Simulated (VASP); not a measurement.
# CrO2: single point with PBE

The system is CrO2.

```
Cr O
1.0
     0.00000    2.38307    2.38307
     2.38307    0.00000    2.38307
     2.38307    2.38307    0.00000
Cr O
1 2
Direct
  0.99589 0.00613 0.00685
  0.24710 0.24025 0.25837
  0.75672 0.73935 0.75510
```

The cell comes from a database or a generator and needn't be the stable form of this composition.

The cell isn't the ideal one: atoms moved at random, drawn with an rms of 0.05 Å.

```yaml
Program: VASP 6.6.1
Task: single point
Functional: PBE
Potentials_or_basis: VASP PAW PBE potentials, release 64 (Cr_pv, O)
Cutoff: 520 eV
k_mesh: 10 × 10 × 10
Occupations: fermi-dirac, width 0.05 eV
Spin: collinear spin, ferromagnetic start
Starting_moments: "[3.0, 0.0, 0.0] μB"
Further_INCAR_settings: ALGO = Normal; EDIFF = 1e-07; NBANDS = 23
```

```yaml
Pressure: -7.6 GPa
Largest_force: 0.395 eV/Å
Band_gap_on_the_k_mesh: 0.35 eV, indirect (least direct gap 0.39 eV)
Net_moment: 2.00 μB per cell
Site_moments: Cr +2.20; O -0.13 μB
Valence_electrons_inside_the_program's_atomic_spheres: Cr 10.53; O 4.99
```

Forces on the atoms (eV/Å):
```
Cr  -0.319  0.104 -0.207
O    0.067  0.099  0.285
O    0.252 -0.203 -0.078
```

Stress tensor (GPa, compression positive):
```
-7.56  0.46  0.67
 0.46 -7.59 -0.37
 0.67 -0.37 -7.55
```

Levels at points of the mesh, in eV from the valence-band top:
Spin up:
| k point | band 10 | band 11 | band 12 | band 13 | band 14 | band 15 | band 16 | band 17 |
| --- | --- | --- | --- | --- | --- | --- | --- | --- |
| (0.00, 0.00, 0.00) | -1.72 | -1.00 | -0.97 | -0.90 | 2.80 | 2.86 | 2.89 | 4.81 |
| (0.50, 0.00, 0.00) | -2.86 | -2.82 | -1.33 | -1.31 | 0.35 | 2.59 | 2.62 | 4.81 |
| (0.00, 0.50, 0.00) | -2.96 | -2.79 | -1.35 | -1.32 | 0.38 | 2.52 | 2.61 | 4.81 |
| (0.00, 0.00, 0.50) | -2.99 | -2.83 | -1.33 | -1.30 | 0.37 | 2.51 | 2.61 | 4.81 |
| (0.50, 0.50, 0.50) | -2.98 | -2.84 | -1.33 | -1.31 | 0.38 | 2.51 | 2.59 | 4.81 |
| (0.50, 0.50, 0.00) | -2.77 | -1.28 | -0.89 | -0.03 | 0.42 | 2.25 | 2.36 | 4.81 |
| (0.00, 0.50, 0.50) | -2.78 | -1.28 | -0.89 | -0.08 | 0.47 | 2.27 | 2.34 | 4.81 |
| (0.50, 0.00, 0.50) | -2.77 | -1.28 | -0.89 | 0.00 | 0.39 | 2.24 | 2.37 | 4.81 |
Spin down:
| k point | band 9 | band 10 | band 11 | band 12 | band 13 | band 14 |
| --- | --- | --- | --- | --- | --- | --- |
| (0.00, 0.00, 0.00) | -1.25 | -1.23 | -1.21 | 1.32 | 1.35 | 3.90 |
| (0.50, 0.00, 0.00) | -3.67 | -2.98 | -2.94 | 1.41 | 1.42 | 1.79 |
| (0.00, 0.50, 0.00) | -3.64 | -3.09 | -2.93 | 1.39 | 1.40 | 1.80 |
| (0.00, 0.00, 0.50) | -3.64 | -3.11 | -2.95 | 1.40 | 1.41 | 1.80 |
| (0.50, 0.50, 0.50) | -3.63 | -3.11 | -2.97 | 1.39 | 1.40 | 1.80 |
| (0.50, 0.50, 0.00) | -2.38 | -2.28 | -0.25 | 1.76 | 1.84 | 1.87 |
| (0.00, 0.50, 0.50) | -2.36 | -2.30 | -0.27 | 1.76 | 1.85 | 1.87 |
| (0.50, 0.00, 0.50) | -2.39 | -2.28 | -0.25 | 1.76 | 1.83 | 1.87 |

Wall time 9 min on 1 thread of AMD EPYC 9R45 (Zen 5) (shared host), peak memory 0.5 GiB.

Caveat: a cell with one magnetic atom can't hold antiferromagnetic order, which such compounds often take. A k mesh can miss the band edges.
